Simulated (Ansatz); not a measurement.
**Ni: a scan of SCF settings**

Which SCF settings change the result for Ni, and which only the effort? The default run comes first. System: Ni, its experimental structure (space group Fm-3m); the cell holds 1 atom. Source: COD entry 9012985, which need not be the ambient phase.

Computed with Ansatz 0.2.0 (DFT LDA, PAW, plane waves, scalar-relativistic, unless a step's input says otherwise).

7 further runs of the same task are left out: 5 that didn't finish, 2 set aside as unsound or not needed.

### 1 The structure to begin with

It takes space group Fm-3m (No. 225, cubic). Conventional cell: a = 3.535 Å, b = 3.535 Å, c = 3.535 Å, α = 90.00°, β = 90.00°, γ = 90.00°. Ni (site symmetry m-3m) has 12 Ni at 2.50 Å as nearest neighbours.

Coordinates:

```xyz
1
Lattice="0.0000 1.7675 1.7675 1.7675 0.0000 1.7675 1.7675 1.7675 0.0000" Properties=species:S:1:pos:R:3 pbc="T T T"
Ni    0.0000    0.0000    0.0000
```

Labels such as Ni1 number the atoms in the order of the input file.

Changes shown after the default run: Fermi–Dirac width 0.001 eV, no switch to direct minimisation; 1 band beyond the filled ones; Gaussian smearing, width 0.3 eV; Broyden, β 0.7, history 8, no preconditioner.

The search for lower states is off throughout, and inputs that name a mixer don't switch to direct minimisation unless they say so. Spin is collinear, with starting moments Ni1 2.00 μB. β is the mixing step of the charge; the magnetisation has a step of its own, which the program sets unless it is named.

### 2 Default SCF settings

input.yaml

```yaml
crystal:
  lattice:
    - [0.0, 1.7675, 1.7675]
    - [1.7675, 0.0, 1.7675]
    - [1.7675, 1.7675, 0.0]
  atoms:
    - { symbol: Ni, position: [0.0, 0.0, 0.0], spin: 2.0 }
magnetization:
  spin_polarized: true
hamiltonian:
  xc: lda
  pseudopotentials: { kind: paw }
basis:
  ecutwfc: 420
kpoints:
  mp_grid: { grid: [12, 12, 12] }
scf:
  occupations: { method: fermi_dirac, width: 0.1 }
  lower_state_search: "off"
output:
  forces: true
  stress: true
```

Started as:

```bash
$ ansatz run input.yaml --threads 2 --pin off --max-ram 5120MiB --backend cpu --events-out ev --progress --plain --runs-dir out
```

Standard output:

```text
Engine: ansatz 0.2.0, aarch64-unknown-linux-gnu
Pseudopotentials: kind: paw
Pseudopotential: Ni, paw, valence charge 18, recommended cutoff 420 eV (normal), Ni.paw.azcp
Functional definition: SPW92
  exchange = slater_x
  correlation = pw_c
Crystal: 1 atoms, lattice volume = 11.044 Å³
Basis set: ecut = 420 eV, 181 PW (Γ)
Bands: 14, of which v1, the nominal top of the filled ones, is band 9 counted from 1 (8 counted from 0)
Symmetry: 48 space group operations
Space group: Fm-3m (ITA 225), of the structure as read, at distance tolerance 2.2e-5 Å
Magnetic group: BNS 225.116 (UNI 1618), of the structure as read, at distance tolerance 2.2e-5 Å
k-points: 72 of 1728
Non-local potential: Ni, projectors of the file, l = 0: 3, l = 1: 2, l = 2: 3, l = 3: 1
PAW form: soft (Blöchl's): semilocal exchange-correlation on the pseudo side does not see the compensation charge
PAW frozen core: Ni, regenerated for the run's functional, and the local potential with it (the file was generated under x = pbe(κ = 0.804, μ = 0.2195149727645171), c = pbe(β = 0.06672455060314922))
PAW one-centre angular grid: Ni, 590 points (default); XC on 64 Gauss nodes
Initial density: superposition of atomic densities (chi_scale 0.1, normalization cell)
Starting moments: Σ|m| = 2 μB on 1 of 1 site
Initial wavefunctions: pseudopotential atomic-orbital guess
Functional: x = slater, c = lda
iter 1 solved again at ethr=4.97e-5 eV; its pass at ethr=3.10e-3 eV (dr2=8.95e-3 eV) is discarded
SCF iter   1: F=—  HF=-5773.062332 eV  |F-HF|=—  |Δ(HF+E_count)|=         —  Δρ=1.28e-1 (↑1.28e-1 ↓1.20e-1)  dr2=9.37e-3  dr2_m=1.55e0  M=0.926 μB ∫|m|=1.016 μB  β_m=0.30  ethr=4.97e-5  ⟨swp⟩=1.0  Hψ=13750  notcnv=0
Mixer restart at iter 1: flushing history
preconditioner: auto → none  [metal: Δε(μ)=0.026 eV  Ē_g=16.596 eV  σ=0.100 eV  W_gap=0.07  n_scr=0 (ndim 8)  ℏωp=35.3 eV  f_vac=0.000  D(μ)=1.55/eV (n_scr^D=26)]
spin-set hold released at iteration 1 (the charge has settled, or the pull on large starting moments outlasts its swing): the magnetisation degrees of freedom join the quasi-Newton model from the next iteration; the mixer history was flushed
SCF iter   2: F=—  HF=-5773.174727 eV  |F-HF|=—  |Δ(HF+E_count)|=   1.12e-1  Δρ=1.11e-1 (↑9.37e-2 ↓1.11e-1)  dr2=2.17e-2  dr2_m=1.05e0  M=0.822 μB ∫|m|=0.926 μB  β_m=0.53  ethr=4.97e-5  ⟨swp⟩=2.5  Hψ=3550  notcnv=0
SCF iter   3: F=—  HF=-5773.811205 eV  |F-HF|=—  |Δ(HF+E_count)|=   6.36e-1  Δρ=9.70e-2 (↑9.70e-2 ↓9.61e-2)  dr2=2.23e0  dr2_m=4.49e-4  M=0.756 μB ∫|m|=0.832 μB  β_m=0.43  ethr=4.97e-5  ⟨swp⟩=3.6  Hψ=5843  notcnv=0
SCF iter   4: F=—  HF=-5773.335602 eV  |F-HF|=—  |Δ(HF+E_count)|=   4.76e-1  Δρ=7.90e-3 (↑5.63e-3 ↓7.90e-3)  dr2=1.68e-3  dr2_m=3.66e-3  M=0.576 μB ∫|m|=0.663 μB  β_m=0.65  ethr=4.97e-5  ⟨swp⟩=3.0  Hψ=5644  notcnv=0  defer=28
SCF iter   5: F=—  HF=-5773.338416 eV  |F-HF|=—  |Δ(HF+E_count)|=   2.81e-3  Δρ=2.30e-3 (↑2.05e-3 ↓2.30e-3)  dr2=3.74e-5  dr2_m=4.44e-4  M=0.601 μB ∫|m|=0.676 μB  β_m=0.83  ethr=9.32e-6  ⟨swp⟩=2.3  Hψ=3280  notcnv=0  defer=28
SCF iter   6: F=—  HF=-5773.339055 eV  |F-HF|=—  |Δ(HF+E_count)|=   6.40e-4  Δρ=7.86e-4 (↑7.86e-4 ↓7.34e-5)  dr2=4.42e-5  dr2_m=1.29e-5  M=0.615 μB ∫|m|=0.681 μB  β_m=0.86  ethr=2.08e-7  ⟨swp⟩=2.0  Hψ=3336  notcnv=0  defer=28
SCF iter   7: F=—  HF=-5773.339051 eV  |F-HF|=—  |Δ(HF+E_count)|=   4.47e-6  Δρ=1.99e-4 (↑1.22e-4 ↓1.99e-4)  dr2=3.70e-7  dr2_m=2.58e-6  M=0.613 μB ∫|m|=0.679 μB  β_m=0.93  ethr=2.08e-7  ⟨swp⟩=1.8  Hψ=2491  notcnv=0  defer=28
SCF iter   8: F=—  HF=-5773.339051 eV  |F-HF|=—  |Δ(HF+E_count)|=   4.74e-7  Δρ=5.78e-5 (↑5.78e-5 ↓4.45e-5)  dr2=1.27e-8  dr2_m=2.64e-7  M=0.612 μB ∫|m|=0.678 μB  β_m=0.97  ethr=5.56e-10  ⟨swp⟩=4.0  Hψ=6121  notcnv=0
iter 9 did not close the SCF: its close was put off for a magnetic moment that had not settled (scf_convergence_deferred on its scf_iter line)
SCF iter   9: F=-5773.339051 eV  HF=-5773.339051 eV  |F-HF|=3.31e-10  |Δ(HF+E_count)|=   5.94e-8  Δρ=1.14e-5 (↑1.14e-5 ↓6.69e-6)  dr2=1.40e-9  dr2_m=8.21e-9  M=0.612 μB ∫|m|=0.677 μB  β_m=0.98  ethr=7.06e-11  ⟨swp⟩=3.1  Hψ=5289  notcnv=0
SCF iter  10: F=-5773.339051 eV  HF=-5773.339051 eV  |F-HF|=3.64e-12  |Δ(HF+E_count)|=   1.89e-9  Δρ=6.05e-7 (↑5.77e-7 ↓6.05e-7)  dr2=9.25e-14  dr2_m=3.53e-11  M=0.612 μB ∫|m|=0.677 μB  ethr=7.77e-12  ⟨swp⟩=1.6  Hψ=5389  notcnv=0
SCF 1 converged in 10 iterations: F = -5773.339051 eV  dr2 = 9.25e-14
SCF converged after 10 iterations
Magnetization: 0.6121 μB (9.3060 up, 8.6940 down)
Absolute magnetization: 0.6781 μB (∫|ρ↑−ρ↓|, with the PAW one-centre terms)
Spin contamination: 0.0045 ħ² per cell (⟨S²⟩ above its minimum at these occupations)
Per-site moments (μB) at R_I (Å): [(0.6406815789564321, 1.0310942694914589)]
Free energy (F): -5773.339051 eV
Harris-Foulkes:  -5773.339051 eV  (|F-HF|=3.64e-12)
Internal energy: -5773.280501 eV  (E = F + TS)
E sigma→0 (E₀):  -5773.309776 eV
Entropy (-TS):   -0.058550 eV (-58.550 meV/atom)
Fermi energy:    17.356004 eV
--- Per-component energies (eV) ---
  E_band       = -293.668320
  E_kinetic    = 282.475142
  E_local      = -3463.518500  (includes V_loc(G=0)·N_el)
  E_nonlocal   = 638.514075
  E_hartree    = 1441.606830
  E_xc         = -84.364231
  E_vxc        = -109.206283  (∫ρ·V_xc dr)
  E_paw        = -1562.882947  (= ΣΔE_a)
  E_vpaw       = -525.146784  (= ΣTr[D̂ρ^β])
  E_aug_tail   = 0.000393  (compensation charges beyond the density's cutoff)
  E_ewald      = -3025.545382
  E_core_change = 0.434120  (= ΣΔE_core)
  E_smearing   = -0.058550  (= −TS)
  E_closure    = -0.000000  (closes the sum)
  Σ components = -5773.339051   (vs F -5773.339051, Δ=0.00e0)
--- Forces (eV/Å), atoms counted from 1 ---
  atom   1  Ni    -0.00000000     0.00000000     0.00000000
  max |Σ_I F_I| component: 1.15e-31 eV/Å
--- Stress (GPa, compression-positive) ---
      -18.950617       0.000000       0.000000
       -0.000000     -18.950617      -0.000000
       -0.000000      -0.000000     -18.950617
  P = ⅓ Tr σ = -18.9506 GPa (-189.506 kbar)
```

Run time: 1.1 s. Hardware: 2 threads of Arm Neoverse V2, shared host; peak memory 0.25 GiB.

The reference: 10 iterations with the default settings (MSR1 mixing, preconditioner none); ferromagnetic, site moments Ni1 0.64 μB, total 0.61 μB per cell, no gap on the k-mesh.

### 3 Fermi–Dirac width 0.001 eV, no switch to direct minimisation

input.yaml, as its differences from that of step 2:

```diff
@@ -17,4 +17,7 @@
 scf:
-  occupations: { method: fermi_dirac, width: 0.1 }
+  occupations: { method: fermi_dirac, width: 0.001 }
   lower_state_search: "off"
+  algorithm: density_mixing
+  max_iter: 70
+  mixing: {}
 output:
```

Started as:

```bash
$ ansatz run input.yaml --threads 2 --pin off --max-ram 5120MiB --backend cpu --events-out ev --progress --plain --runs-dir out
```

Standard output:

```text
[... 18 lines as in an earlier run ...]
Starting moments: Σ|m| = 2 μB on 1 of 1 site
[... 2 lines as in an earlier run ...]
iter 1 solved again at ethr=8.41e-5 eV; its pass at ethr=3.10e-3 eV (dr2=1.51e-2 eV) is discarded
SCF iter   1: F=—  HF=-5773.037656 eV  |F-HF|=—  |Δ(HF+E_count)|=         —  Δρ=1.21e-1 (↑1.21e-1 ↓1.10e-1)  dr2=1.57e-2  dr2_m=1.35e0  M=0.990 μB ∫|m|=1.063 μB  β_m=0.30  ethr=8.41e-5  ⟨swp⟩=1.1  Hψ=13292  notcnv=0
Mixer restart at iter 1: flushing history
preconditioner: auto → none  [insulator: Δε(μ)=0.016 eV  Ē_g=16.649 eV  σ=0.001 eV  W_gap=0.63  n_scr=0 (ndim 8)  ℏωp=35.3 eV  f_vac=0.000  D(μ)=3.26/eV (n_scr^D=64)  ε∞_Penn≈5.5]
[... 1 line as in an earlier run ...]
SCF iter   2: F=—  HF=-5773.144016 eV  |F-HF|=—  |Δ(HF+E_count)|=   1.06e-1  Δρ=1.18e-1 (↑9.55e-2 ↓1.18e-1)  dr2=3.75e-2  dr2_m=1.15e0  M=0.802 μB ∫|m|=0.917 μB  β_m=0.65  ethr=8.41e-5  ⟨swp⟩=2.5  Hψ=3625  notcnv=0
SCF iter   3: F=—  HF=-5773.557200 eV  |F-HF|=—  |Δ(HF+E_count)|=   4.13e-1  Δρ=8.11e-2 (↑8.11e-2 ↓5.92e-2)  dr2=1.18e0  dr2_m=1.30e-2  M=0.781 μB ∫|m|=0.864 μB  β_m=0.57  ethr=8.41e-5  ⟨swp⟩=3.8  Hψ=5690  notcnv=0  defer=11
SCF iter   4: F=—  HF=-5773.287087 eV  |F-HF|=—  |Δ(HF+E_count)|=   2.70e-1  Δρ=3.48e-2 (↑1.90e-2 ↓3.48e-2)  dr2=2.25e-2  dr2_m=6.88e-2  M=0.472 μB ∫|m|=0.557 μB  β_m=0.63  ethr=8.41e-5  ⟨swp⟩=3.0  Hψ=5617  notcnv=0  defer=97
SCF iter   5: F=—  HF=-5773.304044 eV  |F-HF|=—  |Δ(HF+E_count)|=   1.70e-2  Δρ=4.91e-3 (↑4.04e-3 ↓4.91e-3)  dr2=9.73e-5  dr2_m=2.01e-3  M=0.567 μB ∫|m|=0.644 μB  β_m=0.69  ethr=8.41e-5  ⟨swp⟩=2.3  Hψ=3364  notcnv=0  defer=101
SCF iter   6: F=—  HF=-5773.305661 eV  |F-HF|=—  |Δ(HF+E_count)|=   1.62e-3  Δρ=1.09e-2 (↑1.01e-2 ↓1.09e-2)  dr2=5.52e-5  dr2_m=1.11e-2  M=0.663 μB ∫|m|=0.727 μB  β_m=0.69  ethr=5.41e-7  ⟨swp⟩=2.8  Hψ=3631  notcnv=0  defer=101
SCF iter   7: F=—  HF=-5773.307268 eV  |F-HF|=—  |Δ(HF+E_count)|=   1.61e-3  Δρ=7.30e-3 (↑7.20e-3 ↓7.30e-3)  dr2=6.17e-6  dr2_m=5.31e-3  M=0.691 μB ∫|m|=0.755 μB  β_m=0.84  ethr=3.07e-7  ⟨swp⟩=2.8  Hψ=3630  notcnv=0  defer=101
SCF iter   8: F=—  HF=-5773.307875 eV  |F-HF|=—  |Δ(HF+E_count)|=   6.06e-4  Δρ=2.77e-3 (↑1.29e-3 ↓2.77e-3)  dr2=1.68e-4  dr2_m=4.08e-4  M=0.691 μB ∫|m|=0.764 μB  β_m=0.75  ethr=3.43e-8  ⟨swp⟩=3.4  Hψ=4759  notcnv=0  defer=101
SCF iter   9: F=—  HF=-5773.307898 eV  |F-HF|=—  |Δ(HF+E_count)|=   2.34e-5  Δρ=8.57e-4 (↑2.61e-4 ↓8.57e-4)  dr2=2.67e-5  dr2_m=2.97e-5  M=0.691 μB ∫|m|=0.763 μB  β_m=0.88  ethr=3.43e-8  ⟨swp⟩=2.6  Hψ=3522  notcnv=0  defer=101
SCF iter  10: F=—  HF=-5773.307894 eV  |F-HF|=—  |Δ(HF+E_count)|=   3.77e-6  Δρ=5.24e-4 (↑4.28e-4 ↓5.24e-4)  dr2=6.98e-7  dr2_m=2.29e-5  M=0.691 μB ∫|m|=0.763 μB  β_m=0.94  ethr=3.43e-8  ⟨swp⟩=2.0  Hψ=3212  notcnv=0  defer=101
SCF iter  11: F=—  HF=-5773.307897 eV  |F-HF|=—  |Δ(HF+E_count)|=   2.43e-6  Δρ=1.24e-4 (↑1.14e-4 ↓1.24e-4)  dr2=8.95e-9  dr2_m=1.43e-6  M=0.691 μB ∫|m|=0.763 μB  β_m=0.97  ethr=5.56e-10  ⟨swp⟩=3.0  Hψ=7260  notcnv=0
SCF iter  12: F=—  HF=-5773.307897 eV  |F-HF|=—  |Δ(HF+E_count)|=   1.30e-7  Δρ=6.54e-5 (↑5.11e-5 ↓6.54e-5)  dr2=1.44e-8  dr2_m=3.43e-7  M=0.691 μB ∫|m|=0.762 μB  β_m=0.98  ethr=4.97e-11  ⟨swp⟩=3.1  Hψ=5165  notcnv=0
SCF iter  13: F=-5773.307897 eV  HF=-5773.307897 eV  |F-HF|=6.18e-10  |Δ(HF+E_count)|=   3.77e-8  Δρ=2.55e-6 (↑8.62e-7 ↓2.55e-6)  dr2=5.99e-10  dr2_m=1.09e-10  M=0.691 μB ∫|m|=0.762 μB  ethr=4.97e-11  ⟨swp⟩=2.7  Hψ=4655  notcnv=0
SCF 1 converged in 13 iterations: F = -5773.307897 eV  dr2 = 5.99e-10
SCF converged after 13 iterations
Magnetization: 0.6910 μB (9.3455 up, 8.6545 down)
Absolute magnetization: 0.7633 μB (∫|ρ↑−ρ↓|, with the PAW one-centre terms)
Spin contamination: 0.0054 ħ² per cell (⟨S²⟩ above its minimum at these occupations)
Per-site moments (μB) at R_I (Å): [(0.7222675175966969, 1.0310942694914589)]
Free energy (F): -5773.307897 eV
Harris-Foulkes:  -5773.307897 eV  (|F-HF|=6.18e-10)
Internal energy: -5773.307869 eV  (E = F + TS)
E sigma→0 (E₀):  -5773.307883 eV
Entropy (-TS):   -0.000028 eV (-0.028 meV/atom)
Fermi energy:    17.393326 eV
--- Per-component energies (eV) ---
  E_band       = -294.003325
  E_kinetic    = 282.383536
  E_local      = -3462.946013  (includes V_loc(G=0)·N_el)
  E_nonlocal   = 638.316309
  E_hartree    = 1441.155415
  E_xc         = -84.378706
  E_vxc        = -109.225270  (∫ρ·V_xc dr)
  E_paw        = -1562.727542  (= ΣΔE_a)
  E_vpaw       = -524.844990  (= ΣTr[D̂ρ^β])
  E_aug_tail   = 0.000394  (compensation charges beyond the density's cutoff)
  E_ewald      = -3025.545382
  E_core_change = 0.434120  (= ΣΔE_core)
  E_smearing   = -0.000028  (= −TS)
  E_closure    = -0.000000  (closes the sum)
  Σ components = -5773.307897   (vs F -5773.307897, Δ=0.00e0)
--- Forces (eV/Å), atoms counted from 1 ---
  atom   1  Ni    -0.00000000     0.00000000     0.00000000
  max |Σ_I F_I| component: 6.16e-32 eV/Å
--- Stress (GPa, compression-positive) ---
      -19.012788       0.000000       0.000000
        0.000000     -19.012788       0.000000
       -0.000000       0.000000     -19.012788
  P = ⅓ Tr σ = -19.0128 GPa (-190.128 kbar)
```

Wall time 1.2 s (2 threads of Arm Neoverse V2, shared host); peak memory 0.25 GiB.

Compared with step 2: free energy shifted by +31.2 meV/atom, zero-width estimate shifted by +1.9 meV/atom, moments Ni1 0.72 μB against Ni1 0.64; 13 iterations in place of 10.

### 4 1 band beyond the filled ones

input.yaml, as its differences from that of step 3:

```diff
@@ -17,7 +17,6 @@
 scf:
-  occupations: { method: fermi_dirac, width: 0.001 }
+  occupations: { method: fermi_dirac, width: 0.1 }
   lower_state_search: "off"
-  algorithm: density_mixing
+  n_extra_bands: 1
   max_iter: 70
-  mixing: {}
 output:
```

Started as:

```bash
$ ansatz run input.yaml --threads 2 --pin off --max-ram 5120MiB --backend cpu --events-out ev --progress --plain --runs-dir out
```

Standard output:

```text
Warning: the band count 10 (scf.n_extra_bands) hosts the net moment |M| = 2.0000 μB (N_el = 18) but caps the reachable moment at 2·n_bands − N_el = 2.0000 μB, below the 14 bands that the automatic rule leaves for it — a moment growing past the seed, or the majority channel's smearing tail, pins there with fewer empty majority states than that count leaves; raise or omit scf.n_extra_bands unless the cap is intended
scf.n_extra_bands = 1 over 9 filled bands (N_el = 18.0): the run solves 10 bands
[... 8 lines as in an earlier run ...]
Bands: 10, of which v1, the nominal top of the filled ones, is band 9 counted from 1 (8 counted from 0)
[... 9 lines as in an earlier run ...]
Starting moments: Σ|m| = 2 μB on 1 of 1 site
[... 2 lines as in an earlier run ...]
iter 1 solved again at ethr=5.14e-5 eV; its pass at ethr=3.10e-3 eV (dr2=9.24e-3 eV) is discarded
SCF iter   1: F=—  HF=-5773.062328 eV  |F-HF|=—  |Δ(HF+E_count)|=         —  Δρ=1.28e-1 (↑1.28e-1 ↓1.20e-1)  dr2=9.35e-3  dr2_m=1.55e0  M=0.926 μB ∫|m|=1.016 μB  β_m=0.30  ethr=5.14e-5  ⟨swp⟩=1.0  Hψ=9296  notcnv=0
Mixer restart at iter 1: flushing history
preconditioner: auto → none  [metal: Δε(μ)=0.026 eV  Ē_g=4.477 eV  σ=0.100 eV  W_gap=0.07  n_scr=0 (ndim 8)  ℏωp=35.3 eV  f_vac=0.000  D(μ)=1.55/eV (n_scr^D=26)]
[... 1 line as in an earlier run ...]
SCF iter   2: F=—  HF=-5773.174715 eV  |F-HF|=—  |Δ(HF+E_count)|=   1.12e-1  Δρ=1.11e-1 (↑9.37e-2 ↓1.11e-1)  dr2=2.16e-2  dr2_m=1.05e0  M=0.822 μB ∫|m|=0.926 μB  β_m=0.53  ethr=5.14e-5  ⟨swp⟩=2.0  Hψ=2666  notcnv=0
SCF iter   3: F=—  HF=-5773.809060 eV  |F-HF|=—  |Δ(HF+E_count)|=   6.34e-1  Δρ=9.68e-2 (↑9.68e-2 ↓9.59e-2)  dr2=2.22e0  dr2_m=4.46e-4  M=0.756 μB ∫|m|=0.832 μB  β_m=0.43  ethr=5.14e-5  ⟨swp⟩=3.9  Hψ=4532  notcnv=0
SCF iter   4: F=—  HF=-5773.335608 eV  |F-HF|=—  |Δ(HF+E_count)|=   4.73e-1  Δρ=7.83e-3 (↑5.63e-3 ↓7.83e-3)  dr2=1.53e-3  dr2_m=3.67e-3  M=0.576 μB ∫|m|=0.663 μB  β_m=0.65  ethr=5.14e-5  ⟨swp⟩=3.6  Hψ=4992  notcnv=0
SCF iter   5: F=—  HF=-5773.338419 eV  |F-HF|=—  |Δ(HF+E_count)|=   2.81e-3  Δρ=2.33e-3 (↑2.05e-3 ↓2.33e-3)  dr2=4.85e-5  dr2_m=4.46e-4  M=0.601 μB ∫|m|=0.676 μB  β_m=0.82  ethr=8.52e-6  ⟨swp⟩=2.1  Hψ=2810  notcnv=0
[... 2 lines left out ...]
SCF iter   8: F=—  HF=-5773.339051 eV  |F-HF|=—  |Δ(HF+E_count)|=   5.07e-7  Δρ=5.77e-5 (↑5.77e-5 ↓4.86e-5)  dr2=6.18e-9  dr2_m=2.85e-7  M=0.612 μB ∫|m|=0.678 μB  β_m=0.97  ethr=5.56e-10  ⟨swp⟩=4.7  Hψ=6559  notcnv=0
iter 9 did not close the SCF: its close was put off for a magnetic moment that had not settled (scf_convergence_deferred on its scf_iter line)
SCF iter   9: F=-5773.339051 eV  HF=-5773.339051 eV  |F-HF|=4.42e-10  |Δ(HF+E_count)|=   6.52e-8  Δρ=1.19e-5 (↑1.19e-5 ↓6.89e-6)  dr2=1.59e-9  dr2_m=8.86e-9  M=0.612 μB ∫|m|=0.677 μB  β_m=0.98  ethr=3.44e-11  ⟨swp⟩=3.8  Hψ=5037  notcnv=0
SCF iter  10: F=-5773.339051 eV  HF=-5773.339051 eV  |F-HF|=5.46e-12  |Δ(HF+E_count)|=   1.61e-9  Δρ=7.68e-7 (↑7.68e-7 ↓7.16e-7)  dr2=1.91e-13  dr2_m=5.57e-11  M=0.612 μB ∫|m|=0.677 μB  ethr=8.82e-12  ⟨swp⟩=1.6  Hψ=4511  notcnv=0
SCF 1 converged in 10 iterations: F = -5773.339051 eV  dr2 = 1.91e-13
SCF converged after 10 iterations
Magnetization: 0.6121 μB (9.3060 up, 8.6940 down)
Absolute magnetization: 0.6781 μB (∫|ρ↑−ρ↓|, with the PAW one-centre terms)
Spin contamination: not available (both channels occupy the highest level that they solve, and more of it may lie above: more bands (scf.n_extra_bands) resolve it)
Per-site moments (μB) at R_I (Å): [(0.6406827586988459, 1.0310942694914589)]
Free energy (F): -5773.339051 eV
Harris-Foulkes:  -5773.339051 eV  (|F-HF|=5.46e-12)
Internal energy: -5773.280501 eV  (E = F + TS)
E sigma→0 (E₀):  -5773.309776 eV
Entropy (-TS):   -0.058550 eV (-58.550 meV/atom)
Fermi energy:    17.356005 eV
[... 29 lines left out: energy terms, forces, stress, bands ...]
```

Wall time 1.1 s (2 threads of Arm Neoverse V2, shared host); peak memory 0.25 GiB.

10 iterations, as in the default run; the same free energy.

[end of part 1 of 2]
